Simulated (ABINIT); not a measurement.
# As (Cmce) in ABINIT: further runs

Aim: see how the results for As move with the level of theory and the settings. Levels: r2SCAN, HSE06. Tasks: relaxation of cell and atoms, single point.

Program: ABINIT 10.8.3 (patched build). These are calculated values, not measurements. Logs are shortened: lines on timing, memory, paths and dates and some standing lists are left out, and cuts for length are marked. The log counts tension as positive stress, the text compression.

**1. The structure**

It takes space group Cmce (No. 64, orthorhombic). Conventional cell: a = 3.650 Å, b = 11.000 Å, c = 4.470 Å, α = 90.00°, β = 90.00°, γ = 90.00°. As (site symmetry m) is surrounded by 3 As at 2.48 to 2.49 Å.

This isn't the form of As at room conditions, which is rhombohedral.

**2. Relaxation of cell and atoms, r2SCAN**

run.abi

```
# Pseudopotentials
pp_dirpath "./"
pseudos "As.GGA_PBE-JTH.xml"

# Structure
acell 5.794879205 5.794879205 4.47 Angstrom
rprim
     0.3149332256    -0.9491138306     0.0000000000
     0.3149332256     0.9491138306     0.0000000000
     0.0000000000     0.0000000000     1.0000000000
ntypat 1
znucl 33
natom 4
typat 1 1 1 1
xred
     0.3900000000     0.6100000000     0.5600000000
     0.8900000000     0.1100000000     0.9400000000
     0.6100000000     0.3900000000     0.4400000000
     0.1100000000     0.8900000000     0.0600000000
chkprim 0
chksymtnons 0
tolsym 1.0e-6

# Plane-wave basis
ecut 18.0
pawecutdg 36.0

# k points
kptopt 1
ngkpt 4 4 3
nshiftk 1
shiftk 0.0 0.0 0.0

# Exchange and correlation
ixc -497498
usekden 1
pawxcdev 0

# Bands and occupations
nband 36
occopt 3
tsmear 0.05 eV

# SCF cycle
nstep 100
tolvrs 1.0e-7

# Output
iomode 3
prtwf 0
prtden 0
prteig 0
prtebands 0
prtvol 2

# Relaxation
ionmov 22
ntime 60
tolmxf 0.0005
optcell 2
dilatmx 1.08
ecutsm 0.5
```

Potentials or basis: JTH PAW PBE v2.0.

Run with:

```console
$ mpirun --bind-to none -np 4 abinit run.abi > log 2>&1
```

run.abo:

```text
.Version 10.8.3 of ABINIT
 Symmetries : space group Cm c a (# 64); Bravais oC (1-face-center ortho.)
================================================================================
 Values of the parameters that define the memory need of the present run
     intxc =       0    ionmov =      22      iscf =      17    lmnmax =      18
     lnmax =       6     mgfft =      48  mpssoang =       3    mqgrid =    3001
     natom =       4  nloc_mem =       2    nspden =       1   nspinor =       1
    nsppol =       1      nsym =       8    n1xccc =       1    ntypat =       1
    occopt =       3   xclevel =       2
       mpw =        2792          nfft =       82944          nkpt =          14
Pmy_natom=         1
 PAW method is used; the additional fine FFT grid is defined by:
   mgfftf=        64    nfftf =    204800
================================================================================
================================================================================

--------------------------------------------------------------------------------
------------- Echo of variables that govern the present computation ------------
--------------------------------------------------------------------------------
 -outvars: echo values of preprocessed input variables --------
            acell      1.0950734630E+01  1.0950734630E+01  8.4470757828E+00 Bohr
              amu      7.49215900E+01
          chkprim           0
      chksymtnons           0
          dilatmx      1.08000000E+00
             ecut      1.80000000E+01 Hartree
           ecutsm      5.00000000E-01 Hartree
           ionmov          22
              ixc     -497498
         kptrlatt        4    0    0      0    4    0      0    0    3
          kptrlen      2.53412273E+01
            natom           4
            nband          36
            ngfft          48      48      36
          ngfftdg          64      64      50
             nkpt          14
            nstep         100
             nsym           8
            ntime          60
           ntypat           1
           occopt           3
          optcell           2
        pawecutdg      3.60000000E+01 Hartree
         pawxcdev           0
           prtden           0
        prtebands           0
           prteig           0
          prtkden           1
           prtvol           2
            prtwf           0
            rprim      3.1493322560E-01 -9.4911383060E-01  0.0000000000E+00
                       3.1493322560E-01  9.4911383060E-01  0.0000000000E+00
                       0.0000000000E+00  0.0000000000E+00  1.0000000000E+00
          spgroup          64
           tolmxf      5.00000000E-04
           tolsym      1.00000000E-06
           tolvrs      1.00000000E-07
           tsmear      1.83746611E-03 Hartree
[... 1806 lines left out ...]
   0.06320    0.06504    0.07450    0.10377    0.12846    0.16481    0.20605    0.21896
   0.26074    0.27112    0.29231    0.31775
      occupation numbers for kpt#  14
   2.00000    2.00000    2.00000    2.00000    2.00000    2.00000    2.00000    2.00000
   2.00000    2.00000    2.00000    2.00000    2.00000    2.00000    2.00000    2.00000
   2.00000    2.00000    2.00000    2.00000    2.00000    2.00000    2.00000    2.00000
   2.00000    2.00000    2.00000    2.00000    2.00000    1.99938    0.00000    0.00000
   0.00000    0.00000    0.00000    0.00000
 Total charge density [el/Bohr^3]
)     Maximum=    3.8417E+00  at reduced coord.    0.8906    0.1094    0.9200
)Next maximum=    3.8417E+00  at reduced coord.    0.3906    0.6094    0.5800
)     Minimum=    3.8462E-03  at reduced coord.    0.2969    0.6875    0.1200
)Next minimum=    3.8462E-03  at reduced coord.    0.3125    0.7031    0.1200
   Integrated=    6.0000E+01

--- !EnergyTerms
iteration_state     : {dtset: 1, itime: 12, icycle: 1, }
comment             : Components of total free energy in Hartree
kinetic             :  1.54606163946363E+01
hartree             :  1.44280402929349E+02
xc                  : -8.30374656201298E+00
Ewald energy        : -2.23060547540476E+02
psp_core            :  8.58857280859122E+00
local_psp           : -3.85257333100432E+02
PAW spherical_terms :  2.27090353193101E+01
internal            : -4.25582999751034E+02
'-kT*entropy'       : -8.29042862709579E-05
total_energy        : -4.25583082655320E+02
total_energy_eV     : -1.15807056418892E+04
...

--- !EnergyTermsDC
iteration_state     : {dtset: 1, itime: 12, icycle: 1, }
comment             : '"Double-counting" decomposition of free energy'
band_energy         : -4.83756720989316E+01
Ewald energy        : -2.23060547540476E+02
psp_core            :  8.58857280859122E+00
xc_dc               : -1.41321347026074E+02
PAW spherical_terms : -2.14139247041359E+01
internal            : -4.25582918561027E+02
'-kT*entropy'       : -8.29042862709579E-05
total_energy_dc     : -4.25583001465313E+02
total_energy_dc_eV  : -1.15807034325965E+04
...

--- !EnergyTermsWithPAWCore
iteration_state     : {dtset: 1, itime: 12, icycle: 1, }
comment             : 'Components of total free energy, including PAW core contributions'
Total energy        : -9.04515089011196E+03
Total energy DC     : -9.04515080892196E+03
Total energy (eV)   : -2.46131094524015E+05
Total energy DC (eV): -2.46131092314723E+05
...

 rms coord change=  7.6522E-03   atom, delta coord (reduced):
     1        0.003686654603     -0.003686654603      0.012185531199
     2        0.003686654603     -0.003686654603     -0.012185531199
     3       -0.003686654603      0.003686654603     -0.012185531199
     4       -0.003686654603      0.003686654603      0.012185531199

 Cartesian components of stress tensor (hartree/bohr^3)
  sigma(1 1)= -1.78058023E-06  sigma(3 2)=  0.00000000E+00
  sigma(2 2)=  4.82944357E-06  sigma(3 1)=  0.00000000E+00
  sigma(3 3)=  9.10419774E-07  sigma(2 1)=  0.00000000E+00

-Cartesian components of stress tensor (GPa)         [Pressure= -3.8829E-02 GPa]
- sigma(1 1)= -5.23864791E-02  sigma(3 2)=  0.00000000E+00
- sigma(2 2)=  1.42087135E-01  sigma(3 1)=  0.00000000E+00
- sigma(3 3)=  2.67854745E-02  sigma(2 1)=  0.00000000E+00

== END DATASET(S) ==============================================================
================================================================================

 -outvars: echo values of variables after computation  --------
            acell      1.1208570960E+01  1.1208570960E+01  8.8284742840E+00 Bohr
           etotal     -4.2558300147E+02
            fcart     -1.0022247853E-20 -4.7502412801E-04 -2.7676812039E-05
                      -1.0022247853E-20 -4.7502412801E-04  2.7676812039E-05
                      -4.4187860771E-20  4.7502412801E-04  2.7676812039E-05
                       6.4232356478E-20  4.7502412801E-04 -2.7676812039E-05
            rprim      3.1057379919E-01 -9.5054927030E-01  0.0000000000E+00
                       3.1057379919E-01  9.5054927030E-01  0.0000000000E+00
                       0.0000000000E+00  0.0000000000E+00  1.0000000000E+00
           strten     -1.7805802349E-06  4.8294435650E-06  9.1041977353E-07
                       0.0000000000E+00  0.0000000000E+00  0.0000000000E+00
           xangst      1.8421126844E+00  1.1987918761E+00  2.6731520397E+00
                       1.8421126844E+00 -4.4392203210E+00  4.3345890528E+00
                       1.8421126844E+00 -1.1987918761E+00  1.9986753553E+00
                       1.8421126844E+00  4.4392203210E+00  3.3723834218E-01
             xred      3.9368665460E-01  6.0631334540E-01  5.7218553120E-01
                       8.9368665460E-01  1.0631334540E-01  9.2781446880E-01
                       6.0631334540E-01  3.9368665460E-01  4.2781446880E-01
                       1.0631334540E-01  8.9368665460E-01  7.2185531199E-02
 Calculation completed.
```

Run time: 15 min. Hardware: 4 MPI ranks of Intel Xeon Platinum 8259CL at 2.50GHz (Skylake/Cascade Lake), shared host; peak memory 0.76 GiB.

What came out:

* Free energy: -11580.7034 eV
* Relaxed volume: 24.26 Å³/atom
* Relaxed cell: a = 5.931 Å, b = 5.931 Å, c = 4.672 Å, α = 90.00°, β = 90.00°, γ = 143.81°
* Space group after relaxing (to 0.05 Å): Cmce (No. 64)
* Energy gained by relaxing: 13.9 meV/atom
* Ionic steps: 12
* Pressure after relaxing: 0.0 GPa
* Largest force after relaxing: 0.024 eV/Å
* Band gap on the k mesh: 0.12 eV, direct
* Valence electrons inside the program's atomic spheres: As 12.60 (radii [1.1133] Å)

Forces on the atoms (eV/Å):
```
As   0.000 -0.024 -0.001
As   0.000 -0.024  0.001
As   0.000  0.024  0.001
As   0.000  0.024 -0.001
```

The path:
```
step  energy change (eV)  largest force (eV/Å)  pressure (GPa)  volume (Å³)
   1              0.0000                0.3737            1.53        89.74
   2             -0.0109                0.2993            1.15        90.15
   3             -0.0365                0.0914            0.72        91.84
   4             -0.0430                0.0325            0.41        93.13
   5             -0.0448                0.0213            0.03        94.01
   6             -0.0471                0.0357            0.19        94.79
   7             -0.0505                0.0635            0.14        96.45
   8             -0.0523                0.0617           -0.24        98.53
   9             -0.0540                0.0363           -0.12        97.93
  10             -0.0546                0.0178           -0.02        97.21
  11             -0.0552                0.0066            0.09        97.04
  12             -0.0556                0.0245           -0.04        97.04
```

Final structure:
```xyz
4
Lattice="1.8421 -5.6380 0.0000 1.8421 5.6380 0.0000 0.0000 0.0000 4.6718" Properties=species:S:1:pos:R:3 pbc="T T T"
As    1.8421    1.1988    2.6732
As    1.8421   -4.4392    4.3346
As    1.8421   -1.1988    1.9987
As    1.8421    4.4392    0.3372
```

Caveat: the k mesh is coarse (spacing up to 0.47 Å⁻¹), so the values aren't converged; totals of a meta-GGA on PAW files have another zero than those of a GGA; the PAW data sets were made with another functional, which shifts forces and pressure a little; an odd mesh through Γ misses points on the zone boundary, where band edges often lie.

**3. Single point, HSE06**

run.abi

```
pp_dirpath "./"
pseudos "As_ONCV_PBE-1.2.upf"

acell 10.9507346227 10.9507346227 8.4470757771
rprim
     0.3149332256    -0.9491138306     0.0000000000
     0.3149332256     0.9491138306     0.0000000000
     0.0000000000     0.0000000000     1.0000000000
ntypat 1
znucl 33
natom 4
typat 1 1 1 1
xred
     0.3900000000     0.6100000000     0.5600000000
     0.8900000000     0.1100000000     0.9400000000
     0.6100000000     0.3900000000     0.4400000000
     0.1100000000     0.8900000000     0.0600000000
chkprim 0
chksymtnons 0
tolsym 1.0e-6

ecut 14.0

kptopt 1
ngkpt 6 6 4
nshiftk 1
shiftk 0.0 0.0 0.0

ixc -428

nband 12
occopt 1

nstep 60
diemac 6.0
toldfe 1.0e-7

iomode 3
prtwf 0
prteig 0
prtebands 0
enunit 1
prtden 1
prtvha 1
prtvclmb 1
prtpot 1
prtelf 1
```

Potentials or basis: SG15 NC PBE v1.2.

Run with:

```console
$ mpirun --bind-to none -np 8 abinit run.abi > log 2>&1
```

Wall time 30 min (8 MPI ranks of Intel Xeon Platinum 8488C (Sapphire Rapids), shared host); peak memory 0.88 GiB.

It converged, with:

```yaml
Free_energy: -689.6863 eV
Pressure: 1.5 GPa
Largest_force: 0.241 eV/Å
Band_gap_on_the_k_mesh: 0.10 eV, direct
Valence_electrons_inside_the_program's_atomic_spheres: As 2.35 (radii [1.0584] Å)
```

Forces on the atoms (eV/Å):
```
As   0.000 -0.078  0.229
As   0.000 -0.078 -0.229
As   0.000  0.078 -0.229
As   0.000  0.078  0.229
```

Stress tensor (GPa, compression positive):
```
2.90 0.00 0.00
0.00 0.92 0.00
0.00 0.00 0.63
```

Levels at points of the mesh, in eV from the valence-band top:
```
           k point  band 8  band 9  band 10  band 11  band 12
(0.00, 0.00, 0.00)   -2.48   -2.06    -1.24     2.50     2.60
(0.50, 0.00, 0.00)   -2.83   -2.61    -2.61     1.28     1.35
(0.50, 0.50, 0.00)   -1.91   -1.40     0.00     0.10     2.47
(0.00, 0.00, 0.50)   -2.19   -0.61    -0.61     1.42     1.42
(0.50, 0.00, 0.50)   -5.10   -2.09    -2.09     2.52     2.52
(0.50, 0.50, 0.50)   -2.13   -1.12    -1.12     1.96     2.02
```

Caveat: Libxc's HSE differs a little from that of other programs; the potentials were made for another functional, which shifts forces and pressure.
